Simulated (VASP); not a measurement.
Input of a VASP 6.6.1 run:

The input INCAR:

```
PREC     = Accurate       # precision mode
ENCUT    = 520            # plane-wave cutoff, eV
EDIFF    = 1E-6           # SCF threshold, eV
ISMEAR   = 0              # smearing method
SIGMA    = 0.05           # smearing width, eV
LREAL    = False          # projectors in reciprocal space
LASPH    = True           # aspherical terms in the spheres
NELM     = 150            # most SCF steps
ALGO     = Fast           # electronic algorithm
ISIF     = 2              # what is computed and relaxed
LWAVE    = False          # write WAVECAR
LCHARG   = False          # write CHGCAR
ISPIN    = 2              # spin polarisation
MAGMOM   = 4.7 -4.7 0.01 -0.01 # initial moments
LORBIT   = 11             # projections on sites
LMAXMIX  = 4              # l up to which the mixer works
LDAU     = True           # DFT+U
LDAUTYPE = 2            
LDAUL    = 2 -1           # shell
LDAUU    = 5 0            # U, eV
LDAUJ    = 0 0          
LDAUPRINT= 1            
GGA      = PS             # functional
NBANDS   = 31             # bands
```

The input KPOINTS:

```
regular mesh
0
Gamma
  6 6 3
```

POSCAR

```
MnS
1.0
    3.9535775800      0.0000000000      0.0000000000
   -1.9767887900      3.4238986200      0.0000000000
    0.0000000000      0.0000000000      6.3425299100
Mn S
2 2
Direct
    0.3333333300      0.6666666700      0.9988446700
    0.6666666700      0.3333333300      0.4988614400
    0.6666666700      0.3333333300      0.1261543000
    0.3333333300      0.6666666700      0.6261406000
```

Potentials or basis: VASP PAW PBE potentials, release 64 (Mn_pv, S).

Command:

```console
$ cat potpaw_PBE.64/Mn_pv/POTCAR potpaw_PBE.64/S/POTCAR > POTCAR
$ mpirun -np 1 vasp_std > vasp.out
```

Q: Estimate the pressure.

A: 3.7 GPa.

Q: Predict the net moment.

A: 0.00 μB per cell.

Q: What does it give for the largest force?

A: 0.228 eV/Å.

Q: What does it give for the band gap on the k mesh?

A: 2.40 eV, direct.

Eigenvalues of the final occupation matrices:
```csv
site,spin,trace,eigenvalues
site 1 d,1,4.69,0.93 0.93 0.94 0.94 0.94
site 1 d,2,0.23,0.02 0.02 0.06 0.06 0.07
site 2 d,1,0.23,0.02 0.02 0.06 0.06 0.07
site 2 d,2,4.69,0.93 0.93 0.94 0.94 0.94
```

Caveat: the PAW data sets were made with another functional, which shifts forces and pressure a little; an odd mesh through Γ misses points on the zone boundary, where band edges often lie.
